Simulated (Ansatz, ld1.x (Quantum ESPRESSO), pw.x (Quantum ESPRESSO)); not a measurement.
vanadium (V): one change to the TM potential, in the atom and in the fcc crystal

ld1.x (Quantum ESPRESSO) 7.5 input, shortened:

```
&input
   title='V', zed=23., rel=1, dft='PBE', iswitch=3,
   config='[Ar] 3d3 4s2 4p0'
 /
 &inputp
   pseudotype=2, tm=.true., lloc=0,
   nlcc=.true., rcore=1.70
 /
3
4P  2  1   0.00   0.00  3.75  3.75  0.0
3D  3  2   3.00   0.00  2.30  2.30  0.0
4S  1  0   2.00   0.00  2.75  2.75  0.0
 &test
   configts(1)='3d3 4s2 4p0'
 /
```

Change: wave 4s (bound): rc 2.75 bohr becomes 4s (bound): rc 1.94 bohr.

Cutoffs, loose and tight: the cutoffs (Ry, on a coarse ladder) from which the occupation-weighted sum of valence levels, in a spherical-Bessel basis at the reference potential, stays within 10 and 1 mRy of its value at 400 Ry. They do not see the model core or the augmentation charge, which bear on the density cutoff. Test errors are all-electron minus pseudo excitation energies from the reference, over the configurations 3d3 4s1 4p0; 3d3 4s0 4p0; 3d2 4s0 4p0; 3d3.5 4s1.5 4p0; 3d3 4s1 4p1; 3d3 4s0 4p2; 3d4 4s0 4p0; variants that change the core or the reference have their own tests.

Crystal test: fcc V in pw.x 7.5, no spin, 15³ k-points, Fermi–Dirac smearing 0.01 Ry, cutoffs set for each file from its atomic test. The reference is all-electron LAPW (Ansatz 0.2.0) with the same functional, mesh and smearing; V0 and B0 come from Birch–Murnaghan fits to the pressures at five volumes. Errors are pseudo minus all-electron; Δ is the rms difference of the E(V) curves that follow from these fits, minima aligned, over ±6 % about the mean V0. Mesh and smearing are coarse, so the numbers serve the comparison and aren't converged zero-temperature values; the lattice is a test structure that the element need not adopt.

All-electron: a0 = 3.820 Å (V0 = 13.94 Å³/atom), B0 = 173.4 GPa.

Q: Does the change bring the crystal closer to the all-electron result?

A: The mean pressure error goes from +14.07 to +11.20 GPa, so the change moves the solid closer to the all-electron pressures. Neither pressure curve crosses zero within the volumes sampled, so no fits are given.

```tsv
quantity	base	changed
outcome (atom)	generated	generated
cutoff, loose (atom)	45 Ry	45 Ry
cutoff, tight (atom)	55 Ry	60 Ry
bound ghosts (atom)	none	none
largest test error (meV) (atom)	-288 over the solved tests; 1 of 7 tests not solved or not reliable	-338
cutoffs in pw.x (Ry)	70/280	75/300
mean pressure error (GPa)	+14.07	+11.20
```

Base: The largest radius (3.75 bohr) exceeds half the bond length (2.55 bohr), so the spheres overlap, which is one possible source of error among others. This is a poor potential for the solid. Atomic configuration tests: 1 of 7 tests not solved or not reliable. Changed file: The largest radius (3.75 bohr) exceeds half the bond length (2.55 bohr), so the spheres overlap, which is one possible source of error among others. This is a poor potential for the solid. The atomic cutoffs weigh occupied waves only.
